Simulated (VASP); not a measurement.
# InSe: what each functional gives for the gap

Aim: the gap of InSe on one structure at many levels of theory. The starting structure is a computed structure from the Materials Project. Cell and atoms stay as given. Meshes and data sets differ where the inputs say so.

Main program and level: VASP 6.6.1; Kohn-Sham DFT with plane waves and PAW; LDA, PBE, r2SCAN, TB-mBJ, LDA + spin-orbit coupling, r2SCAN + spin-orbit coupling, TB-mBJ + spin-orbit coupling and HSE06.

### Step 1. Starting point

The structure is hexagonal, space group P-6m2 (No. 187). Conventional cell: a = 4.047 Å, b = 4.047 Å, c = 18.052 Å, α = 90.00°, β = 90.00°, γ = 120.00°. Nearest to In lie 3 Se at 2.65 Å and 1 In at 2.79 Å. In has 3 Se at 2.65 Å and 1 In at 2.79 Å nearest. Nearest to Se lie 3 In at 2.65 Å. Nearest to Se lie 3 In at 2.65 Å. Farther neighbours and most contacts between anions are not listed.

Structure file:

```xyz
8
Lattice="4.0473 0.0000 0.0000 -2.0237 3.5051 0.0000 0.0000 0.0000 18.0521" Properties=species:S:1:pos:R:3 pbc="T T T"
In    0.0000    2.3367    1.3971
In    0.0000    2.3367   16.6550
In    0.0000    0.0000    7.6289
In    0.0000    0.0000   10.4231
Se    0.0000    2.3367    6.3721
Se    0.0000    2.3367   11.6800
Se    2.0237    1.1684    2.6537
Se    2.0237    1.1684   15.3984
```

### Step 2. Bands with LDA

LDA, the lowest rung, knows the local density alone.

Input file INCAR:

```
SYSTEM = InSe
PREC = Accurate
ENCUT = 350
EDIFF = 1E-06
NELM = 100
ISMEAR = 0
SIGMA = 0.03
LREAL = .FALSE.
ALGO = Normal
GGA = CA
NBANDS = 59
LORBIT = 11
LWAVE = .FALSE.
LCHARG = .FALSE.
KPAR = 4
```

Input file POSCAR:

```
InSe
1.0
    4.0473293151      0.0000000000      0.0000000000
   -2.0236646576      3.5050900044      0.0000000000
    0.0000000000      0.0000000000     18.0520649100
In Se
4 4
Direct
    0.3333333333      0.6666666667      0.0773904900
    0.3333333333      0.6666666667      0.9226095100
    0.0000000000      0.0000000000      0.4226063200
    0.0000000000      0.0000000000      0.5773936800
    0.3333333333      0.6666666667      0.3529842800
    0.3333333333      0.6666666667      0.6470157200
    0.6666666667      0.3333333333      0.1469999300
    0.6666666667      0.3333333333      0.8530000700
```

Input file KPOINTS:

```
Automatic mesh
0
Gamma
6 6 2
0 0 0
```

Input file KPOINTS_OPT:

```
Line mode
8
Line-mode
Reciprocal
  0.00000000   0.00000000   0.00000000 GAMMA
  0.50000000   0.00000000   0.00000000 M

  0.50000000   0.00000000   0.00000000 M
  0.33333333   0.33333333   0.00000000 K

  0.33333333   0.33333333   0.00000000 K
  0.00000000   0.00000000   0.00000000 GAMMA

  0.00000000   0.00000000   0.00000000 GAMMA
  0.00000000   0.00000000   0.50000000 A

  0.00000000   0.00000000   0.50000000 A
  0.50000000   0.00000000   0.50000000 L

  0.50000000   0.00000000   0.50000000 L
  0.33333333   0.33333333   0.50000000 H

  0.33333333   0.33333333   0.50000000 H
  0.00000000   0.00000000   0.50000000 A

  0.50000000   0.00000000   0.50000000 L
  0.50000000   0.00000000   0.00000000 M

  0.33333333   0.33333333   0.00000000 K
  0.33333333   0.33333333   0.50000000 H
```

PAW data sets: In_d and Se (LDA family, release 64).

Command:

```bash
> mpirun -np 4 vasp_std
```

Output:

```text
[banner, memory and clock lines left out]
running    4 mpi-ranks, on    1 nodes
 distrk:  each k-point on    1 cores,    4 groups
 distr:  one band on    1 cores,    1 groups

 POSCAR found type information on POSCAR InSe
 POSCAR found :  2 types and       8 ions
 LDA part: xc-table for (Slater(with rela. corr.)+CA(PZ))
 , standard interpolation
 POSCAR, INCAR and KPOINTS ok, starting setup
 FFT: planning ... GRIDC
 FFT: planning ... GRID_SOFT
 FFT: planning ... GRID
 WAVECAR not read
 entering main loop
       N       E                     dE             d eps       ncg     rms          rms(c)
DAV:   1     0.665619037698E+03    0.66562E+03   -0.26241E+04  1660   0.107E+03
DAV:   2     0.653001467642E+02   -0.60032E+03   -0.56732E+03  1668   0.313E+02
DAV:   3    -0.280021926180E+02   -0.93302E+02   -0.90398E+02  2004   0.145E+02
DAV:   4    -0.338975219500E+02   -0.58953E+01   -0.58485E+01  2016   0.374E+01
DAV:   5    -0.341216359986E+02   -0.22411E+00   -0.22399E+00  2128   0.705E+00    0.100E+01
DAV:   6    -0.331969437109E+02    0.92469E+00   -0.82429E-01  2232   0.128E+01    0.599E+00
DAV:   7    -0.331213820888E+02    0.75562E-01   -0.75830E-01  2328   0.425E+00    0.119E+00
DAV:   8    -0.331090186446E+02    0.12363E-01   -0.82379E-02  2408   0.250E+00    0.940E-01
DAV:   9    -0.331081079633E+02    0.91068E-03   -0.14388E-02  1936   0.400E-01    0.480E-01
DAV:  10    -0.331074401915E+02    0.66777E-03   -0.10509E-03  2688   0.259E-01    0.194E-01
DAV:  11    -0.331074453326E+02   -0.51410E-05   -0.46795E-04  2216   0.175E-01    0.599E-02
DAV:  12    -0.331074285699E+02    0.16763E-04   -0.71816E-05  2376   0.730E-02    0.300E-02
DAV:  13    -0.331074299394E+02   -0.13695E-05   -0.11344E-05  1968   0.150E-02    0.299E-02
DAV:  14    -0.331074323428E+02   -0.24035E-05   -0.41216E-06  1816   0.172E-02    0.186E-02
DAV:  15    -0.331074320931E+02    0.24968E-06   -0.83147E-07  1106   0.598E-03
   1 F= -.33107432E+02 E0= -.33107432E+02  d E =-.400579E-16
 Start KPOINTS_OPT (optional k-point list driver)
k-point batch [1-14\72]
       N       E                     dE             ncg
DAV:   1     0.233654472805E+04   -0.16051E+05     1660
DAV:   2    -0.601002332295E+04   -0.83466E+04     1684
DAV:   3    -0.733209256086E+04   -0.13221E+04     1984
DAV:   4    -0.741419190227E+04   -0.82099E+02     2016
DAV:   5    -0.741731892033E+04   -0.31270E+01     2224
DAV:   6    -0.741744462917E+04   -0.12571E+00     2504
DAV:   7    -0.741744756760E+04   -0.29384E-02     2560
DAV:   8    -0.741744764629E+04   -0.78695E-04     2464
DAV:   9    -0.741744764862E+04   -0.23273E-05     1616
DAV:  10    -0.741744764889E+04   -0.27355E-06     1200
[...]
k-point batch [71-72\72]
       N       E                     dE             ncg
DAV:   1     0.236680611356E+05   -0.37221E+04      236
DAV:   2     0.224638514190E+05   -0.12042E+04      244
DAV:   3     0.222754248570E+05   -0.18843E+03      277
DAV:   4     0.222638541447E+05   -0.11571E+02      296
DAV:   5     0.222634108536E+05   -0.44329E+00      320
DAV:   6     0.222633866481E+05   -0.24206E-01      360
DAV:   7     0.222633861987E+05   -0.44937E-03      360
DAV:   8     0.222633861826E+05   -0.16081E-04      368
DAV:   9     0.222633861823E+05   -0.32932E-06      240
```

Run time: 2 min. Hardware: 4 MPI ranks of AMD EPYC 9R45, shared host; peak memory 1.2 GiB.

Lines that name or quote the potential files are left out of all logs, and their timing lines are given in words.

Parts of OUTCAR (step 2):

```text
ion  position               nearest neighbor table
   1  0.333  0.667  0.077-   7 2.65   7 2.65   7 2.65   2 2.79
   2  0.333  0.667  0.923-   8 2.65   8 2.65   8 2.65   1 2.79
   3  0.000  0.000  0.423-   5 2.65   5 2.65   5 2.65   4 2.79
   4  0.000  0.000  0.577-   6 2.65   6 2.65   6 2.65   3 2.79
   5  0.333  0.667  0.353-   3 2.65   3 2.65   3 2.65
   6  0.333  0.667  0.647-   4 2.65   4 2.65   4 2.65
   7  0.667  0.333  0.147-   1 2.65   1 2.65   1 2.65
   8  0.667  0.333  0.853-   2 2.65   2 2.65   2 2.65

  LATTYP: Found a hexagonal cell.
 ALAT       =     4.0473293151
 C/A-ratio  =     4.4602411874

 Subroutine GETGRP returns: Found 12 space group operations
 (whereof 12 operations were pure point group operations)

The static configuration has the point symmetry D_3h.

 Found     14 irreducible k-points:

   k-points           NKPTS =     14   k-points in BZ     NKDIM =     14   number of bands    NBANDS=     59

   dimension x,y,z NGX =    28 NGY =   28 NGZ =  112
   dimension x,y,z NGXF=    56 NGYF=   56 NGZF=  224

   ENCUT  =  350.0 eV  25.72 Ry    5.07 a.u.   6.17  6.17 27.54*2*pi/ulx,y,z

   NELECT =      76.0000    total number of electrons

 k-points in reciprocal lattice and weights: Automatic mesh
   0.00000000  0.00000000  0.00000000       0.014
   0.16666667  0.00000000  0.00000000       0.083
   0.33333333  0.00000000  0.00000000       0.083
   0.50000000  0.00000000  0.00000000       0.042
   0.16666667  0.16666667  0.00000000       0.083
   0.33333333  0.16666667  0.00000000       0.167
   0.33333333  0.33333333  0.00000000       0.028
   0.00000000  0.00000000  0.50000000       0.014
   0.16666667  0.00000000  0.50000000       0.083
[...]
0.33333333  0.16666667  0.50000000       0.167
   0.33333333  0.33333333  0.50000000       0.028

 average (electrostatic) potential at core
       1 -97.4936       2 -97.4936       3 -97.4960       4 -97.4960       5 -61.1508
       6 -61.1508       7 -61.1478       8 -61.1478

 E-fermi :   3.0229

 k-point     1 :       0.0000    0.0000    0.0000
  band No.  band energies     occupation
    ...
     34       1.8668      2.00000
     35       1.8668      2.00000
     36       1.9166      2.00000
     37       1.9166      2.00000
     38       2.8602      2.00000
     39       3.3713      0.00000
     40       4.2173      0.00000
     41       4.9190      0.00000
     42       4.9623      0.00000
     43       7.2376      0.00000
    ...

 k-point     2 :       0.1667    0.0000    0.0000
  band No.  band energies     occupation
    ...
     34       1.5342      2.00000
     35       1.5803      2.00000
     36       1.6520      2.00000
     37       2.1474      2.00000
     38       2.7357      2.00000
     39       4.5610      0.00000
     40       4.9469      0.00000
     41       5.5997      0.00000
     42       5.7282      0.00000
     43       6.5780      0.00000
    ...

 k-point     3 :       0.3333    0.0000    0.0000
  band No.  band energies     occupation
    ...
     34       1.0220      2.00000
     35       1.1046      2.00000
     36       1.1930      2.00000
     37       1.9654      2.00000
     38       2.1113      2.00000
     39       4.5751      0.00000
     40       4.7466      0.00000
     41       4.9445      0.00000
     42       4.9763      0.00000
     43       6.7519      0.00000
    ...

  Total       -3.8543034     -3.8543034     -3.5601854      0.0000000      0.0000000      0.0000000
  in kB      -24.1135905    -24.1135905    -22.2735066      0.0000000      0.0000000      0.0000000
  external PRESSURE =     -23.5002292 kB  Pullay stress =       0.0000000 kB

  energy-cutoff  :      350.00
  volume of cell :      256.09
      direct lattice vectors                 reciprocal lattice vectors
     4.047329315  0.000000000  0.000000000     0.247076510  0.142649689  0.000000000
    -2.023664658  3.505090004  0.000000000     0.000000000  0.285299379  0.000000000
     0.000000000  0.000000000 18.052064910     0.000000000  0.000000000  0.055395325

 POSITION                                       TOTAL-FORCE (eV/Angst)
 -----------------------------------------------------------------------------------
     -0.00000      2.33673      1.39706        -0.000000      0.000000     -0.027995
     -0.00000      2.33673     16.65501        -0.000000      0.000000      0.027995
      0.00000      0.00000      7.62892         0.000000     -0.000000      0.027427
      0.00000      0.00000     10.42315         0.000000     -0.000000     -0.027427
     -0.00000      2.33673      6.37210         0.000000     -0.000000      0.127489
     -0.00000      2.33673     11.67997         0.000000     -0.000000     -0.127489
      2.02366      1.16836      2.65365         0.000000     -0.000000     -0.127641
      2.02366      1.16836     15.39841         0.000000     -0.000000      0.127641
 -----------------------------------------------------------------------------------
    total drift:                                0.000001     -0.000000     -0.000000

  FREE ENERGIE OF THE ION-ELECTRON SYSTEM (eV)
  ---------------------------------------------------
  free  energy   TOTEN  =       -33.1074320931 eV

  energy  without entropy=      -33.1074320931  energy(sigma->0) =      -33.10743209

 total charge
# of ion       s       p       d       tot
------------------------------------------
    1        0.874   0.669   9.878  11.421
    2        0.874   0.669   9.878  11.421
    3        0.874   0.669   9.878  11.421
    4        0.874   0.669   9.878  11.421
    5        1.476   2.321   0.021   3.818
    6        1.476   2.321   0.021   3.818
    7        1.476   2.321   0.021   3.818
    8        1.476   2.321   0.021   3.818
--------------------------------------------------
tot          9.402  11.957  39.597  60.956

[... 3 further parts left out ...]
```

Spin-orbit coupling is off here; with elements this heavy it can split and shift levels by tenths of an eV. At this level the cell is under a tension of 2.4 GPa, so at these settings it is away from equilibrium.

LDA gives a direct gap of 0.511 eV.

### Step 3. Bands with PBE

PBE, the usual starting point, adds the gradient of the density.

INCAR: that of step 2 with these lines changed.

```diff
@@ -9,3 +9,3 @@
 ALGO = Normal
-GGA = CA
+GGA = PE
 NBANDS = 59
```

POSCAR is that of step 2.

KPOINTS is that of step 2.

KPOINTS_OPT is that of step 2.

PAW data sets: In_d and Se (PBE family, release 64).

Command:

```bash
> mpirun -np 4 vasp_std
```

Output:

```text
[banner, memory and clock lines left out]
running    4 mpi-ranks, on    1 nodes
[...]
LDA part: xc-table for (Slater+PW92), standard interpolation
 POSCAR, INCAR and KPOINTS ok, starting setup
[...]
entering main loop
       N       E                     dE             d eps       ncg     rms          rms(c)
DAV:   1     0.666398709776E+03    0.66640E+03   -0.26347E+04  1652   0.107E+03
DAV:   2     0.689292011748E+02   -0.59747E+03   -0.56444E+03  1668   0.313E+02
DAV:   3    -0.234185927842E+02   -0.92348E+02   -0.89512E+02  1982   0.144E+02
DAV:   4    -0.291022172265E+02   -0.56836E+01   -0.56372E+01  2016   0.367E+01
[...]
DAV:  13    -0.283829917890E+02   -0.64219E-05   -0.16575E-05  1840   0.166E-02    0.371E-02
DAV:  14    -0.283829986179E+02   -0.68288E-05   -0.10465E-05  1746   0.242E-02    0.105E-02
DAV:  15    -0.283829983847E+02    0.23318E-06   -0.17679E-06  1584   0.574E-03
   1 F= -.28382998E+02 E0= -.28382998E+02  d E =-.111317E-17
 Start KPOINTS_OPT (optional k-point list driver)
k-point batch [1-14\72]
       N       E                     dE             ncg
DAV:   1     0.246599265981E+04   -0.15921E+05     1652
DAV:   2    -0.585179069492E+04   -0.83178E+04     1668
DAV:   3    -0.716515694986E+04   -0.13134E+04     1957
DAV:   4    -0.724487254569E+04   -0.79716E+02     1984
[...]
DAV:   8    -0.724789732298E+04   -0.85298E-04     2456
DAV:   9    -0.724789732548E+04   -0.25066E-05     1624
DAV:  10    -0.724789732578E+04   -0.29470E-06     1248
[...]
k-point batch [71-72\72]
       N       E                     dE             ncg
DAV:   1     0.236850569707E+05   -0.37051E+04      236
DAV:   2     0.224849168969E+05   -0.12001E+04      244
DAV:   3     0.222992562225E+05   -0.18566E+03      277
DAV:   4     0.222883349132E+05   -0.10921E+02      312
DAV:   5     0.222879356994E+05   -0.39921E+00      320
DAV:   6     0.222879140335E+05   -0.21666E-01      376
DAV:   7     0.222879137099E+05   -0.32368E-03      352
DAV:   8     0.222879136973E+05   -0.12578E-04      360
DAV:   9     0.222879136970E+05   -0.26507E-06      232
```

The job ended after 2.1 min (4 MPI ranks; peak memory 1.4 GiB).

Parts of OUTCAR (step 3):

```text
  Total        2.0868375      2.0868375      1.9546593     -0.0000000      0.0000000      0.0000000
  in kB       13.0558337     13.0558337     12.2288901     -0.0000000      0.0000000      0.0000000
  external PRESSURE =      12.7801859 kB  Pullay stress =       0.0000000 kB

 POSITION                                       TOTAL-FORCE (eV/Angst)
 -----------------------------------------------------------------------------------
     -0.00000      2.33673      1.39706         0.000000      0.000000     -0.113722
     -0.00000      2.33673     16.65501         0.000000      0.000000      0.113722
      0.00000      0.00000      7.62892        -0.000000      0.000000      0.112292
      0.00000      0.00000     10.42315        -0.000000      0.000000     -0.112292
     -0.00000      2.33673      6.37210         0.000000     -0.000000     -0.253848
     -0.00000      2.33673     11.67997         0.000000     -0.000000      0.253848
      2.02366      1.16836      2.65365        -0.000000      0.000000      0.255252
      2.02366      1.16836     15.39841         0.000000      0.000000     -0.255252
 -----------------------------------------------------------------------------------
    total drift:                               -0.000000      0.000000     -0.000000

  FREE ENERGIE OF THE ION-ELECTRON SYSTEM (eV)
  ---------------------------------------------------
  free  energy   TOTEN  =       -28.3829983847 eV

  energy  without entropy=      -28.3829983847  energy(sigma->0) =      -28.38299838

[... 2 parts as in an earlier step ...]

[... 1 further part left out ...]
[key lines of the parts left out:]
E-fermi :   3.2013
```

PBE gives a direct gap of 0.713 eV. The least gap is +0.202 eV from that of LDA.

### Step 4. Bands with r2SCAN

r2SCAN adds the kinetic-energy density, costs more than a GGA and is run with LASPH.

INCAR: that of step 3 with these lines changed.

```diff
@@ -9,3 +9,4 @@
 ALGO = Normal
-GGA = PE
+METAGGA = R2SCAN
+LASPH = .TRUE.
 NBANDS = 59
```

POSCAR is that of step 3.

KPOINTS is that of step 3.

KPOINTS_OPT is that of step 3.

Command:

```bash
> mpirun -np 4 vasp_std
```

Output:

```text
[banner, memory and clock lines left out]
running    4 mpi-ranks, on    1 nodes
[...]
|                                                                             |
|               ----> ADVICE to this user running VASP <----                  |
|                                                                             |
|     You enforced a specific xc type in the INCAR file but a different       |
|     [... a line on the potential file left out ...]
|     I HOPE YOU KNOW WHAT YOU ARE DOING!                                     |
|                                                                             |

 LDA part: xc-table for (None), standard interpolation
 POSCAR, INCAR and KPOINTS ok, starting setup
[...]
entering main loop
       N       E                     dE             d eps       ncg     rms          rms(c)
DAV:   1     0.547257029723E+03    0.54726E+03   -0.26875E+04  1660   0.109E+03
DAV:   2    -0.664584598632E+02   -0.61372E+03   -0.58035E+03  1652   0.319E+02
[...]
DAV:  14    -0.152921945739E+03   -0.42287E-06   -0.29726E-06  1800   0.842E-03
   1 F= -.15292195E+03 E0= -.15292195E+03  d E =-.644473E-18
 Start KPOINTS_OPT (optional k-point list driver)
k-point batch [1-14\72]
       N       E                     dE             ncg
DAV:   1     0.217064666360E+04   -0.16217E+05     1660
DAV:   2    -0.641253415484E+04   -0.85832E+04     1684
DAV:   3    -0.777416051634E+04   -0.13616E+04     1944
DAV:   4    -0.785482627941E+04   -0.80666E+02     1960
[...]
DAV:   8    -0.785810202994E+04   -0.78467E-04     2552
DAV:   9    -0.785810203435E+04   -0.44048E-05     1784
DAV:  10    -0.785810203464E+04   -0.29430E-06     1264
[...]
k-point batch [71-72\72]
       N       E                     dE             ncg
DAV:   1     0.236420646602E+05   -0.37481E+04      236
DAV:   2     0.224055645868E+05   -0.12365E+04      244
DAV:   3     0.222121453374E+05   -0.19342E+03      269
DAV:   4     0.222008197666E+05   -0.11326E+02      304
DAV:   5     0.222003773980E+05   -0.44237E+00      320
DAV:   6     0.222003528894E+05   -0.24509E-01      416
DAV:   7     0.222003526968E+05   -0.19256E-03      368
DAV:   8     0.222003526894E+05   -0.74078E-05      392
DAV:   9     0.222003526890E+05   -0.36559E-06      240
```

The job ended after 6.9 min (4 MPI ranks; peak memory 1.6 GiB).

From OUTCAR (step 4):

```text
  Total       -0.4806329     -0.4806329     -0.4197896      0.0000000      0.0000000     -0.0000000
  in kB       -3.0069728     -3.0069728     -2.6263201      0.0000000      0.0000000     -0.0000000
  external PRESSURE =      -2.8800885 kB  Pullay stress =       0.0000000 kB

 POSITION                                       TOTAL-FORCE (eV/Angst)
 -----------------------------------------------------------------------------------
     -0.00000      2.33673      1.39706        -0.000000      0.000000      0.015258
     -0.00000      2.33673     16.65501         0.000000     -0.000000     -0.015258
      0.00000      0.00000      7.62892        -0.000000     -0.000000     -0.017004
      0.00000      0.00000     10.42315        -0.000000      0.000000      0.017004
     -0.00000      2.33673      6.37210         0.000000      0.000000     -0.043541
     -0.00000      2.33673     11.67997         0.000000     -0.000000      0.043541
      2.02366      1.16836      2.65365         0.000000     -0.000000      0.044398
      2.02366      1.16836     15.39841         0.000000     -0.000000     -0.044398
 -----------------------------------------------------------------------------------
    total drift:                                0.000002     -0.000001     -0.000000

  FREE ENERGIE OF THE ION-ELECTRON SYSTEM (eV)
  ---------------------------------------------------
  free  energy   TOTEN  =      -152.9219457391 eV

  energy  without entropy=     -152.9219457391  energy(sigma->0) =     -152.92194574

[... 2 parts as in an earlier step ...]

[... 1 further part left out ...]
[key lines of the parts left out:]
E-fermi :   2.9503
```

r2SCAN gives a direct gap of 1.129 eV. The least gap is +0.618 eV from that of LDA.

(Continued in part 2 of 3.)

[Lines on the potential files, build, host, timing and source positions are cut from VASP's logs without a mark.]

[Logs are printed without paths, hosts, clocks, repeated set-up lines and the standing remarks that a program may print on its own settings, such as how far it seeks lower states.]

[Hosts, paths, dates, database ids (printed as entryN), source tags and the programs' standing remarks are cut or masked in the printed files.]
